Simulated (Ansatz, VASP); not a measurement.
**BaS: VASP beside Ansatz**

INCAR

```
SYSTEM = BaS
ALGO = Normal
EDIFF = 1E-6
ENCUT = 520
GGA = PE
ISIF = 2
ISMEAR = -1
LASPH = .TRUE.
LCHARG = .FALSE.
LREAL = .FALSE.
LWAVE = .FALSE.
NBANDS = 15
NELM = 80
PREC = Accurate
SIGMA = 0.02
```

File KPOINTS:

```
k-points
0
G
  6 6 6
  0 0 0
```

File POSCAR:

```
BaS
1.0
    0.0000000000      3.4898487120      3.4898487120
    3.4898487120      0.0000000000      3.4898487120
    3.4898487120      3.4898487120      0.0000000000
Ba S
1 1
Direct
    0.0000000000      0.0000000000      0.0000000000
    0.2500000000      0.2500000000      0.2500000000
```

Input for Ansatz:

```yaml
crystal:
  lattice:
    - [0.0, 3.489848712, 3.489848712]
    - [3.489848712, 0.0, 3.489848712]
    - [3.489848712, 3.489848712, 0.0]
  atoms:
    - { symbol: Ba, position: [0.0, 0.0, 0.0] }
    - { symbol: S, position: [0.25, 0.25, 0.25] }
kpoints:
  mp_grid: { grid: [6, 6, 6] }
  band_path:
    path:
      - [0.0, 0.0, 0.0]
      - [-0.5, -0.5, 0.0]
      - [-0.375, -0.375, 0.25]
      - [-0.375, 0.0, 0.375]
      - [0.0, 0.0, 0.5]
      - [-0.5, -0.25, 0.25]
    npoints: 1
hamiltonian:
  xc: pbe
scf:
  occupations: { method: fermi_dirac, width: 0.02 }
  n_extra_bands: 4
output:
  forces: true
  stress: true
  eigenvalues: true
```

Change from the starting cell: hydrostatic strain -0.8%.

Alike in both runs: task single point; functional PBE; k mesh 6 × 6 × 6; occupations fermi-dirac, width 0.02 eV; no spin polarisation.

```csv
,VASP,Ansatz
version,VASP 6.6.1,Ansatz 0.2.0
potentials or method,"VASP PAW PBE potentials, release 64 (Ba_sv, S)","plane waves, PAW"
plane-wave cutoff (eV),520,420
valence electrons in the cell,16,16
```

|  | VASP | Ansatz | Ansatz less VASP |
| --- | --- | --- | --- |
| gap on the k mesh at the Fermi level (eV) | 2.80 | 2.78 | -0.018 |
| pressure (GPa) | 1.1 | 0.7 | -0.45 |

Caveats: spin-orbit coupling is left out, which moves the levels of the heavy elements. A k mesh can miss the band edges.
